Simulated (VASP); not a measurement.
# GaP (F-43m) in VASP: further runs, part 2 of 2

VASP 6.6.1.

### Step 3. Relaxation of cell and atoms, r2SCAN

File INCAR:

```
SYSTEM = GaP
PREC     = Accurate       ! precision mode
ENCUT    = 600            ! plane-wave cutoff, eV
EDIFF    = 1E-7           ! SCF threshold, eV
ISMEAR   = -1             ! smearing method
SIGMA    = 0.05           ! smearing width, eV
LREAL    = .FALSE.        ! projectors in reciprocal space
LASPH    = .TRUE.         ! aspherical terms in the spheres
NELM     = 80             ! most SCF steps
ALGO     = Normal         ! electronic algorithm
ISIF     = 3              ! what is computed and relaxed
LWAVE    = .FALSE.        ! write WAVECAR
LCHARG   = .FALSE.        ! write CHGCAR
METAGGA  = R2SCAN         ! meta-GGA
LMIXTAU  = .TRUE.       
IBRION   = 2              ! ionic algorithm
NSW      = 40             ! ionic steps
EDIFFG   = -0.01          ! ionic threshold
```

File KPOINTS:

```
regular mesh
0
G
  8 8 8
  0 0 0
```

File POSCAR:

```
GaP
1.0
    0.0000000000      2.7252500000      2.7252500000
    2.7252500000      0.0000000000      2.7252500000
    2.7252500000      2.7252500000      0.0000000000
Ga P
1 1
Direct
    0.0000000000      0.0000000000      0.0000000000
    0.7500000000      0.7500000000      0.7500000000
```

Potentials or basis: VASP PAW PBE potentials, release 64 (Ga_d, P).

Started as:

```
> cat potpaw_PBE.64/Ga_d/POTCAR potpaw_PBE.64/P/POTCAR > POTCAR
> mpirun -np 1 vasp_std > vasp.out
```

OUTCAR:

```text
SYSTEM = GaP
   PREC = Accurate
   ENCUT = 600
   EDIFF = 1E-7
   ISMEAR = -1
   LREAL = .FALSE.
   LASPH = .TRUE.
   NELM = 80
   ISIF = 3
   METAGGA = R2SCAN
   IBRION = 2
   NSW = 40
   EDIFFG = -0.01

 ion  position               nearest neighbor table
   1  0.000  0.000  0.000-   2 2.36   2 2.36   2 2.36   2 2.36
   2  0.750  0.750  0.750-   1 2.36   1 2.36   1 2.36   1 2.36

  LATTYP: Found a face centered cubic cell.
 ALAT       =     5.4505000000

  Lattice vectors:

 A1 = (   0.0000000000,   2.7252500000,   2.7252500000)
 A2 = (   2.7252500000,   0.0000000000,   2.7252500000)
 A3 = (   2.7252500000,   2.7252500000,   0.0000000000)

Analysis of symmetry for initial positions (statically):
=====================================================================
 Subroutine PRICEL returns:
 Original cell was already a primitive cell.

 Routine SETGRP: Setting up the symmetry group for a
 face centered cubic supercell.

 Subroutine GETGRP returns: Found 24 space group operations
 (whereof 24 operations were pure point group operations)
 out of a pool of 48 trial point group operations.

The static configuration has the point symmetry T_d .

Analysis of symmetry for dynamics (positions and initial velocities):
=====================================================================
 Subroutine PRICEL returns:
 Original cell was already a primitive cell.

 Routine SETGRP: Setting up the symmetry group for a
 face centered cubic supercell.

 Subroutine GETGRP returns: Found 24 space group operations
 (whereof 24 operations were pure point group operations)
 out of a pool of 48 trial point group operations.

The dynamic configuration has the point symmetry T_d .

 Subroutine INISYM returns: Found 24 space group operations
 (whereof 24 operations are pure point group operations),
 and found     1 'primitive' translations

----------------------------------------------------------------------------------------

                                     Primitive cell

  volume of cell :      40.4808

  direct lattice vectors                    reciprocal lattice vectors
     0.000000000  2.725250000  2.725250000    -0.183469406  0.183469406  0.183469406
     2.725250000  0.000000000  2.725250000     0.183469406 -0.183469406  0.183469406
     2.725250000  2.725250000  0.000000000     0.183469406  0.183469406 -0.183469406

  length of vectors
     3.854085511  3.854085511  3.854085511     0.317778334  0.317778334  0.317778334

  position of ions in fractional coordinates (direct lattice)
     0.000000000  0.000000000  0.000000000
     0.750000000  0.750000000  0.750000000

  ion indices of the primitive-cell ions
   primitive index   ion index
                 1           1
                 2           2

----------------------------------------------------------------------------------------

 KPOINTS: regular mesh

Automatic generation of k-mesh.
 Grid dimensions read from file:
 generate k-points for:    8    8    8

 Generating k-lattice:

  Cartesian coordinates                     Fractional coordinates (reciprocal lattice)
    -0.022933676  0.022933676  0.022933676     0.125000000  0.000000000  0.000000000
     0.022933676 -0.022933676  0.022933676     0.000000000  0.125000000  0.000000000
     0.022933676  0.022933676 -0.022933676     0.000000000  0.000000000  0.125000000

  Length of vectors
     0.039722292  0.039722292  0.039722292

  Shift w.r.t. Gamma in fractional coordinates (k-lattice)
     0.000000000  0.000000000  0.000000000

 Subroutine IBZKPT returns following result:
 ===========================================

 Found     29 irreducible k-points:

 Following reciprocal coordinates:
            Coordinates               Weight
  0.000000  0.000000  0.000000      1.000000
  0.125000  0.000000  0.000000      8.000000
  0.250000  0.000000  0.000000      8.000000
  0.375000  0.000000  0.000000      8.000000
  0.500000  0.000000  0.000000      4.000000
  0.125000  0.125000  0.000000      6.000000
[... 16 lines left out ...]
  0.500000  0.250000  0.125000     48.000000
 -0.375000  0.250000  0.125000     24.000000
 [... further k-points ...]
   k-points           NKPTS =     29   k-points in BZ     NKDIM =     29   number of bands    NBANDS=     13
   number of dos      NEDOS =    301   number of ions     NIONS =      2
   total plane-waves  NPLWV =  32768
   dimension x,y,z NGX =    32 NGY =   32 NGZ =   32
   dimension x,y,z NGXF=    64 NGYF=   64 NGZF=   64
   ions per type =               1   1
   NGX,Y,Z   is equivalent  to a cutoff of  13.80, 13.80, 13.80 a.u.
   NGXF,Y,Z  is equivalent  to a cutoff of  27.61, 27.61, 27.61 a.u.
 SYSTEM =  GaP
   PREC   = accura    normal or accurate (medium, high low for compatibility)
   ISTART =      0    job   : 0-new  1-cont  2-samecut
   ICHARG =      2    charge: 1-file 2-atom 10-const
   ISPIN  =      1    spin polarized calculation?
   LNONCOLLINEAR =      F non collinear calculations
   LSORBIT =      F    spin-orbit coupling
   LASPH  =      T    aspherical Exc in radial PAW
   ENCUT  =  600.0 eV  44.10 Ry    6.64 a.u.   7.70  7.70  7.70*2*pi/ulx,y,z
   NELM   =     80;   NELMIN=  2; NELMDL= -5     # of ELM steps
   EDIFF  = 0.1E-06   stopping-criterion for ELM
   LREAL  =      F    real-space projection
   EDIFFG = -.1E-01   stopping-criterion for IOM
   NSW    =     40    number of steps for IOM
   IBRION =      2    ionic relax: 0-MD 1-quasi-New 2-CG
   NFREE  =      1    steps in history (QN), initial steepest desc. (CG)
   ISIF   =      3    stress and relaxation
   ISYM   =      2    0-nonsym 1-usesym 2-fastsym
   POTIM  = 0.5000    time-step for ionic-motion
   TEBEG  =    0.0;   TEEND  =   0.0 temperature during run
   PSTRESS=    0.0 pullay stress
   NELECT =      18.0000    total number of electrons
   NUPDOWN=      -1.0000    fix difference up-down
   EMIN   =  10.00;   EMAX   =-10.00  energy-range for DOS
   EFERMI =   0.00;   METHOD = LEGACY
   ISMEAR =    -1;   SIGMA  =   0.05  broadening in eV -4-tet -1-fermi 0-gaus
   EFERMI_NEDOS =   21; number of points for ismear=-14 and -15
   IALGO  =     38    algorithm
   IMIX   =      4    mixing-type and parameters
     AMIX     =   0.40;   BMIX     =  1.00
     AMIX_MAG =   1.60;   BMIX_MAG =  1.00
  volume/ion in A,a.u.               =      20.24       136.59
  Fermi-wavevector in a.u.,A,eV,Ry     =   1.249538  2.361284 21.243377  1.561344
  Thomas-Fermi vector in A             =   2.383574
   LORBIT       =      0    0 simple, 1 ext, 2 COOP (PROOUT), +10 PAW based schemes
   METAGGA = R2SCAN    functional components
   LHFCALC =     F    Hartree Fock is set to
   AEXX    =    0.0000 exact exchange contribution
   IVDW    =     0    specifies the selected vdW correction
   LEPSILON=     F    determine dielectric tensor
   LRPA    =     F    only Hartree local field effects (RPA)
 conjugate gradient relaxation of ions
 non-spin polarized calculation
  energy-cutoff  :      600.00
  volume of cell :       40.48
 maximum number of plane-waves:      1365
   NGX = 15   NGY = 15   NGZ = 15

 number of electron      18.0000003 magnetization

 Free energy of the ion-electron system (eV)
  ---------------------------------------------------
  ext. energy  EPLUGINS =         0.00000000
  ---------------------------------------------------
  free energy    TOTEN  =       -21.46423245 eV

  energy without entropy =      -21.46423245  energy(sigma->0) =      -21.46423245

 E-fermi :   5.3933     XC(G=0): -10.5487

 val. band max:        4.4619888039   @ k =   0.0000   0.0000   0.0000
 cond. band min:       6.3643343101   @ k =   0.3750   0.3750   0.0000
 fundamental gap:      1.9023455062
 Fermi energy:         5.3933078789

 k-point     1 :       0.0000    0.0000    0.0000
  band No.  band energies     occupation
      1     -10.5282      2.00000
      2     -10.5282      2.00000
      3     -10.5282      2.00000
      4     -10.4150      2.00000
      5     -10.4150      2.00000
      6      -8.5592      2.00000
      7       4.4620      2.00000
      8       4.4620      2.00000
      9       4.4620      2.00000
     10       6.8063      0.00000
     11       8.6531      0.00000
     12       8.6532      0.00000
     13       8.6532      0.00000
[... 353 lines left out ...]
 k-point    24 :      -0.3750    0.2500    0.1250
  band No.  band energies     occupation
      1     -10.6286      2.00000
      2     -10.4935      2.00000
      3     -10.4816      2.00000
      4     -10.4205      2.00000
      5     -10.4073      2.00000
      6      -5.9749      2.00000
      7      -2.1523      2.00000
      8       1.1737      2.00000
      9       2.4522      2.00000
     10       8.2867      0.00000
     11       9.1099      0.00000
     12      11.3843      0.00000
     13      12.8990      0.00000

 [... further k-points ...]
[... 5 lines left out ...]
  --------------------------------------------------------------------------------------
  -------------------------------------------------------------------------------------
  Total       -0.0076164     -0.0076164     -0.0076164      0.0000000      0.0000000     -0.0000000
  in kB       -0.3014482     -0.3014482     -0.3014482      0.0000000      0.0000000     -0.0000000
  external PRESSURE =      -0.3014482 kB  Pullay stress =       0.0000000 kB

 VOLUME and BASIS-vectors are now :
 -----------------------------------------------------------------------------
  energy-cutoff  :      600.00
  volume of cell :       40.48
      direct lattice vectors                 reciprocal lattice vectors
     0.000000000  2.725250000  2.725250000    -0.183469406  0.183469406  0.183469406
     2.725250000  0.000000000  2.725250000     0.183469406 -0.183469406  0.183469406
     2.725250000  2.725250000  0.000000000     0.183469406  0.183469406 -0.183469406

 POSITION                                       TOTAL-FORCE (eV/Angst)
 -----------------------------------------------------------------------------------
      0.00000      0.00000      0.00000         0.000000      0.000000      0.000000
      4.08788      4.08788      4.08788        -0.000000     -0.000000     -0.000000
 -----------------------------------------------------------------------------------
    total drift:                               -0.000017     -0.000017     -0.000017

  FREE ENERGIE OF THE ION-ELECTRON SYSTEM (eV)
  ---------------------------------------------------
  free  energy   TOTEN  =       -21.4642324513 eV

  energy  without entropy=      -21.4642324511  energy(sigma->0) =      -21.46423245

 reached required accuracy - stopping structural energy minimisation
```

Wall time 67 s (1 thread of AMD EPYC 9R45 (Zen 5), shared host); peak memory 0.15 GiB.

Results:

```yaml
Free_energy: -21.4642 eV
Pressure_after_relaxing: 0.0 GPa
Band_gap_on_the_k_mesh: 1.90 eV, indirect (least direct gap 2.34 eV)
```

Final structure:
```
Ga P
1.0
     0.00000    2.72525    2.72525
     2.72525    0.00000    2.72525
     2.72525    2.72525    0.00000
Ga P
1 1
Cartesian
  0.0000 0.0000 0.0000
  4.0879 4.0879 4.0879
```

Caveat: the relaxation stopped at its first step, so nothing moved; the PAW data sets were made with another functional, which shifts forces and pressure a little. r2SCAN opens gaps a little over a GGA but as a rule still falls short of measured ones.

### Step 4. Relaxation of cell and atoms, SCAN

INCAR: that of step 3 with these lines changed.

```diff
@@ -13,3 +13,3 @@
 LCHARG   = .FALSE.        ! write CHGCAR
-METAGGA  = R2SCAN         ! meta-GGA
+METAGGA  = SCAN           ! meta-GGA
 LMIXTAU  = .TRUE.
```

KPOINTS is that of step 3.

POSCAR is that of step 3.

Started as:

```
> cat potpaw_PBE.64/Ga_d/POTCAR potpaw_PBE.64/P/POTCAR > POTCAR
> mpirun -np 1 vasp_std > vasp.out
```

Run time: 2.9 min. Hardware: 1 thread of AMD EPYC 9R45 (Zen 5), shared host; peak memory 0.17 GiB.

It converged, with:

```
Free energy                            : -27.6604 eV
Relaxed volume                         : 20.19 Å³/atom
Relaxed cell                           : a = 3.851 Å, b = 3.851 Å, c = 3.851 Å, α = 60.00°, β = 60.00°, γ = 60.00°
Space group after relaxing (to 0.05 Å) : F-43m (No. 216)
Energy gained by relaxing              : 0.1 meV/atom
Ionic steps                            : 4
Pressure after relaxing                : 0.0 GPa
Band gap on the k mesh                 : 1.87 eV, indirect (least direct gap 2.21 eV)
```

Step by step:
```csv
step,energy change (eV),largest force (eV/Å),pressure (GPa),volume (Å³)
1,0.0000,0.0000,-0.23,40.48
2,-0.0003,0.0000,0.16,40.31
3,-0.0003,0.0000,0.12,40.32
4,-0.0002,0.0000,-0.01,40.38
```

Final structure:
```xyz
2
Lattice="0.0000 2.7229 2.7229 2.7229 0.0000 2.7229 2.7229 2.7229 0.0000" Properties=species:S:1:pos:R:3 pbc="T T T"
Ga    0.0000    0.0000    0.0000
P     4.0844    4.0844    4.0844
```

Levels at points of the mesh, in eV from the valence-band top:
```csv
k point,band 5,band 6,band 7,band 8,band 9,band 10,band 11,band 12,band 13
"(0.00, 0.00, 0.00)",-14.86,-13.07,0.00,0.00,0.00,2.21,4.15,4.15,4.15
"(0.50, 0.00, 0.00)",-14.86,-10.90,-6.89,-1.18,-1.18,1.96,5.04,5.04,8.81
"(0.50, 0.50, 0.00)",-14.84,-9.95,-7.02,-2.81,-2.81,1.88,2.07,11.31,11.31
```

Caveat: the PAW data sets were made with another functional, which shifts forces and pressure a little.

### Step 5. The runs side by side

```csv
level,gap on the mesh (eV),pressure (GPa),relaxed volume (Å³/atom)
PW91,1.57,0.0,20.84
r2SCAN,1.90,0.0,-
SCAN,1.87,0.0,20.19
```

Alike in all rows: task relaxation of cell and atoms; potentials or basis VASP PAW PBE potentials, release 64 (Ga_d, P); no spin polarisation; cell relaxed; k mesh 8 × 8 × 8; cutoff (eV) 600; smearing fermi-dirac 0.05 eV.

Caveats: the PAW data sets were made with another functional, which shifts forces and pressure a little; the relaxation stopped at its first step, so nothing moved (some runs).

Absolute energies hang on the potentials; compare differences alone.
